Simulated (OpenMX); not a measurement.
Wanted: the native input for an OpenMX 3.8.5 run.

| Property | Result |
| --- | --- |
| Task | single point |
| Functional | PBE |
| Potentials or basis | OpenMX 2013 PBE set, Ti7.0-s3p2d2, Si7.0-s2p2d1, grid cutoff 400 Ry |
| k mesh | 7 × 7 × 7 |
| Occupations | fermi-dirac, width 0.05 eV |
| Spin | no spin polarisation |
| Mixing scheme | rmm-diisk |
| SCF threshold | 1e-08 Ha |
| Solver | band |
| Max SCF cycles | 100 |

TiSi2:

```xyz
6
Lattice="0.0000 4.1175 4.2629 2.3895 0.0000 4.2629 2.3895 4.1175 0.0000" Properties=species:S:1:pos:R:3 pbc="T T T"
Ti    3.6333    6.1117    6.3765
Ti    2.3463    4.1090    4.2783
Si    1.1705    3.3480    2.1337
Si    1.2065    0.7287    2.1475
Si    2.4337    1.3170    4.3016
Si    2.3347    6.9183    4.2719
```

The cell is a database's computed one.

The cell isn't the ideal one: atoms moved at random, drawn with an rms of 0.05 Å.

The input as run:

TiSi2.dat

```
System.CurrrentDirectory             ./
System.Name                          TiSi2
DATA.PATH                            ./DFT_DATA13
level.of.stdout                      1
level.of.fileout                     0
Species.Number                       2
<Definition.of.Atomic.Species
  Ti  Ti7.0-s3p2d2           Ti_PBE13
  Si  Si7.0-s2p2d1           Si_PBE13
Definition.of.Atomic.Species>

Atoms.Number                         6
Atoms.SpeciesAndCoordinates.Unit     FRAC
<Atoms.SpeciesAndCoordinates
    1  Ti    0.7298090000    0.7660080000    0.7545160000   6.000  6.000
    2  Ti    0.5098080000    0.4938000000    0.4881250000   6.000  6.000
    3  Si    0.4119000000    0.0886290000    0.4012170000   2.000  2.000
    4  Si    0.0879200000    0.4158410000    0.0890560000   2.000  2.000
    5  Si    0.1552350000    0.8538540000    0.1646180000   2.000  2.000
    6  Si    0.8526370000    0.1494690000    0.8275820000   2.000  2.000
Atoms.SpeciesAndCoordinates>

Atoms.UnitVectors.Unit               Ang
<Atoms.UnitVectors
     0.0000000000    4.1175163063    4.2628978354
     2.3895119538    0.0000000000    4.2628978354
     2.3895119538    4.1175163063    0.0000000000
Atoms.UnitVectors>

scf.XcType                           GGA-PBE
scf.SpinPolarization                 off
scf.ElectronicTemperature            580.226
scf.energycutoff                     400.0
scf.maxIter                          100
scf.EigenvalueSolver                 band
scf.Kgrid                            7 7 7
scf.Mixing.Type                      rmm-diisk
scf.Init.Mixing.Weight               0.05
scf.Min.Mixing.Weight                0.001
scf.Max.Mixing.Weight                0.3
scf.Mixing.History                   25
scf.Mixing.StartPulay                8
scf.criterion                        1.0e-8
scf.stress.tensor                    on
MD.Type                              nomd
```

Potentials or basis: OpenMX 2013 PBE set, Ti7.0-s3p2d2, Si7.0-s2p2d1, grid cutoff 400 Ry.

Launch:

```bash
$ openmx TiSi2.dat -nt 1 > TiSi2.std
```

Results of the run:

- Pressure: 3.6 GPa
- Largest force: 1.112 eV/Å
- Band gap on the k mesh: none (metal or under the smearing width)

Caveat: the basis of atomic orbitals isn't converged, which shifts pressures, moduli and gaps.

Wall time 5.6 min on 1 thread of AMD EPYC 7R43 64-Core Processor (Zen 3), with other jobs on the host, peak memory 1.1 GiB.
